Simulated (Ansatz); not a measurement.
**How much do the gradients of CO2 depend on the method?**

Cell: a Materials Project structure (computed, not necessarily an observed phase), atoms as given.

```cif
data_structure
_symmetry_space_group_name_H-M 'P 1'
_symmetry_Int_Tables_number 1
_cell_length_a 4.7845
_cell_length_b 6.3155
_cell_length_c 5.6789
_cell_angle_alpha 90.000
_cell_angle_beta 90.000
_cell_angle_gamma 90.000
_cell_volume 171.60
loop_
_atom_site_label
_atom_site_type_symbol
_atom_site_fract_x
_atom_site_fract_y
_atom_site_fract_z
_atom_site_occupancy
C1 C 0.50000 0.85300 0.75000 1
C2 C 0.00000 0.35300 0.75000 1
C3 C 0.00000 0.64700 0.25000 1
C4 C 0.50000 0.14700 0.25000 1
O5 O 0.70097 0.14633 0.13358 1
O6 O 0.29903 0.14633 0.36642 1
O7 O 0.79903 0.64633 0.13358 1
O8 O 0.20097 0.35367 0.86642 1
O9 O 0.20097 0.64633 0.36642 1
O10 O 0.79903 0.35367 0.63358 1
O11 O 0.70097 0.85367 0.63358 1
O12 O 0.29903 0.85367 0.86642 1
```

Atoms are numbered from 1 in the order listed; like atoms form one site, named after its first atom.

First run. Level of theory: DFT, PBE, plane waves and PAW, scalar-relativistic, 420 eV cutoff, Γ-centred 5×4×4 k-points, Fermi–Dirac smearing 0.02 eV (Ansatz 0.2.0).

```json
{"site": "C", "atom": "1", "V_zz (10²¹ V/m²)": "-2.92", "η": "0.01"}
{"site": "O", "atom": "5", "V_zz (10²¹ V/m²)": "7.09", "η": "0.03"}
```

Second run. The same atoms and settings, except that the functional is r2SCAN and the cutoff is 500 eV.

(1) Given the first result, estimate the second.

## Answers

(1) 

| site | atom | V_zz | η | change of V_zz |
| --- | --- | --- | --- | --- |
| C | 1 | -3.55 | 0.01 | -0.63 |
| O | 5 | 7.65 | 0.03 | +0.56 |

The largest change of V_zz is on C, from -2.92 to -3.55. In per cent, |V_zz| changes by +21 on C, +8 on O (all sites that start above 0.5).

For the second run: The largest force is 0.7 eV/Å, so the atoms aren't at the calculated equilibrium and relaxing them would move these values.
